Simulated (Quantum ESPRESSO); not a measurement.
## Nb: relaxation of cell and atoms with PBEsol+rVV10

Nb:

```
Nb
1.0
     0.00000    2.11500    2.11500
     2.11500    0.00000    2.11500
     2.11500    2.11500    0.00000
Nb
1
Cartesian
  0.0000 0.0000 0.0000
```

This isn't the form of Nb at room conditions, which is bcc.

```json
{
  "Program": "Quantum ESPRESSO 7.5",
  "Task": "relaxation of cell and atoms",
  "Functional": "PBEsol",
  "Dispersion": "rVV10",
  "Potentials or basis": "GBRV 1.5 PBEsol",
  "Cutoff": "612 eV",
  "Density cutoff": "4898 eV",
  "k mesh": "11 × 11 × 11",
  "Occupations": "fermi-dirac, width 0.05 eV",
  "Spin": "no spin polarisation",
  "ASE optimiser": "FIRE",
  "rVV10 parameter b": "6.3",
  "Mixing beta": "0.5",
  "Most SCF iterations": "120",
  "SCF threshold": "2e-10 Ry"
}
```

```
Relaxed volume                         : 17.72 Å³/atom
Relaxed cell                           : a = 2.926 Å, b = 2.926 Å, c = 2.926 Å, α = 60.00°, β = 60.00°, γ = 60.00°
Space group after relaxing (to 0.05 Å) : Fm-3m (No. 225)
Energy gained by relaxing              : 41.1 meV/atom
Ionic steps                            : 14
Pressure after relaxing                : -0.1 GPa
Band gap on the k mesh                 : none (metal or under the smearing width)
```

Step by step:
| step | energy change (eV) | largest force (eV/Å) | pressure (GPa) | volume (Å³) |
| --- | --- | --- | --- | --- |
| 1 | 0.0000 | 0.0000 | -10.86 | 18.92 |
| 2 | -0.0343 | 0.0000 | -4.91 | 18.21 |
| 3 | -0.0324 | 0.0000 | 5.33 | 17.23 |
| 4 | -0.0348 | 0.0000 | 4.46 | 17.30 |
| 5 | -0.0382 | 0.0000 | 2.89 | 17.44 |
| 6 | -0.0407 | 0.0000 | 0.92 | 17.62 |
| 7 | -0.0409 | 0.0000 | -1.13 | 17.82 |
| 8 | -0.0410 | 0.0000 | -1.08 | 17.81 |
| 9 | -0.0410 | 0.0000 | -1.00 | 17.80 |
| 10 | -0.0410 | 0.0000 | -0.88 | 17.79 |
| 11 | -0.0411 | 0.0000 | -0.72 | 17.78 |
| 12 | -0.0411 | 0.0000 | -0.54 | 17.76 |
| 13 | -0.0411 | 0.0000 | -0.33 | 17.74 |
| 14 | -0.0411 | 0.0000 | -0.11 | 17.72 |

Final structure:
```xyz
1
Lattice="0.0000 2.0692 2.0692 2.0692 0.0000 2.0692 2.0692 2.0692 0.0000" Properties=species:S:1:pos:R:3 pbc="T T T"
Nb    0.0000    0.0000    0.0000
```

Levels at points of the mesh, in eV from the Fermi level:
```tsv
k point	band 4	band 5	band 6	band 7	band 8	band 9
(0.00, 0.00, 0.00)	-29.89	-6.39	0.06	0.06	0.06	2.88
```

Wall time 68 s on 2 MPI ranks on Arm Neoverse V2 (shared host), peak memory 0.18 GiB a rank.

Caveat: rVV10's parameter b was fitted to another functional.
